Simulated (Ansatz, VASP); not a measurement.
**Two plane-wave programs on SiC (Moissanite 3C)**

INCAR

```
SYSTEM = SiC
  ALGO = Fast
  EDIFF = 1E-7
  EDIFFG = -0.005
  ENCUT = 480
  GGA = PE
  IBRION = 2
  ISIF = 3
  ISMEAR = -1
  LASPH = .TRUE.
  LCHARG = .FALSE.
  LREAL = .FALSE.
  LWAVE = .FALSE.
  NELM = 80
  NSW = 60
  PREC = Accurate
  SIGMA = 0.05
```

Contents of KPOINTS:

```
k-points
0
G
  10 10 10
  0 0 0
```

File POSCAR:

```
SiC
1.0
    0.0000000000      2.1790000000      2.1790000000
    2.1790000000      0.0000000000      2.1790000000
    2.1790000000      2.1790000000      0.0000000000
Si C
1 1
Direct
    0.0000000000      0.0000000000      0.0000000000
    0.7500000000      0.7500000000      0.7500000000
```

File input.yaml:

```yaml
crystal:
  lattice:
    - [0.0, 2.179, 2.179]
    - [2.179, 0.0, 2.179]
    - [2.179, 2.179, 0.0]
  atoms:
    - { symbol: Si, position: [0.0, 0.0, 0.0] }
    - { symbol: C, position: [0.75, 0.75, 0.75] }
hamiltonian:
  xc: pbe
  pseudopotentials: { kind: paw }
kpoints:
  mp_grid: { grid: [10, 10, 10] }
scf:
  occupations: { method: fermi_dirac, width: 0.05 }
output:
  forces: true
  stress: true
relax:
  f_tol: 0.01
  max_steps: 40
  cell: { stress_tol: 0.05 }
```

Alike in both runs: task relaxation of cell and atoms; functional PBE; k mesh 10 × 10 × 10; occupations fermi-dirac, width 0.05 eV; no spin polarisation.

|  | VASP | Ansatz |
| --- | --- | --- |
| version | VASP 6.6.1 | Ansatz 0.2.0 |
| potentials or method | VASP PAW PBE potentials, release 64 (Si, C_s) | Ansatz PAW |
| plane-wave cutoff (eV) | 480 | 420 |
| valence electrons in the cell | 8 | 8 |

VASP gave:

| Item | Value |
| --- | --- |
| relaxed volume (Å³/atom) | 10.49 |
| relaxed cell length with the largest relative difference (Å) | 3.096 |
| energy change over the relaxation (meV/atom) | -1 |

Question: Which values does Ansatz return?

Answer: Relaxed volume (Å³/atom): 10.50; relaxed cell length with the largest relative difference (Å): 3.097; energy change over the relaxation (meV/atom): -2.

Caveats: the plane-wave basis is chosen anew once the cell has moved, so the energies of steps on either side of that aren't comparable (Ansatz). A k mesh can miss the band edges. PBE usually gives volumes a little too large and moduli too small. PBE gaps usually lie below the measured ones, often by a third to a half.
